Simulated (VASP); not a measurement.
# SiC (Moissanite 3C): single point with RPBE

**The experiment to reproduce.**

From “Insight into the structural, elastic and electronic properties of a new orthorhombic 6O-SiC polytype”, 2020, pmc:7200658, for a bulk crystal of SiC: band gap 2.4 eV (indirect).

Crystal: SiC (Moissanite 3C).

```
Si C
1.0
     0.00000    2.17900    2.17900
     2.17900    0.00000    2.17900
     2.17900    2.17900    0.00000
Si C
1 1
Direct
  0.00000 0.00000 0.00000
  0.75000 0.75000 0.75000
```

```
Program                : VASP 6.6.1
Task                   : single point
Functional             : RPBE
Potentials or basis    : VASP PAW PBE potentials, release 64 (Si, C)
Cutoff                 : 500 eV
k mesh                 : 10 × 10 × 10
Occupations            : gaussian, width 0.02 eV
Spin                   : no spin polarisation
Further INCAR settings : ALGO = Normal; EDIFF = 1.00e-06
```

```yaml
Pressure: 6.0 GPa
Band_gap_on_the_k_mesh: 1.36 eV, indirect (least direct gap 4.54 eV)
```

Levels at points of the mesh, in eV from the valence-band top:
```csv
k point,band 1,band 2,band 3,band 4,band 5,band 6,band 7,band 8
"(0.00, 0.00, 0.00)",-15.42,0.00,0.00,0.00,6.25,7.36,7.36,7.36
"(0.50, 0.00, 0.00)",-11.87,-8.51,-1.04,-1.04,5.48,7.25,7.25,10.11
"(0.50, 0.50, 0.00)",-10.44,-7.77,-3.17,-3.17,1.36,4.38,14.11,14.11
```

It took 15 s on 1 thread of Intel(R) Xeon(R) Platinum 8375C CPU @ 2.90GHz (Ice Lake) (shared host), peak memory 0.13 GiB.

A measured gap of SiC is 2.4 eV (indirect; quoted in “Insight into the structural, elastic and electronic properties of a new orthorhombic 6O-SiC polytype”, 2020, pmc:7200658); the calculated 1.36 eV misses it by -1.04 eV. The value is that of RPBE on a finite k mesh, which can miss the band edges, without temperature or zero-point motion. Semilocal functionals fall short of measured gaps as a rule.

Caveat: the PAW data sets were made with another functional, which shifts forces and pressure a little.
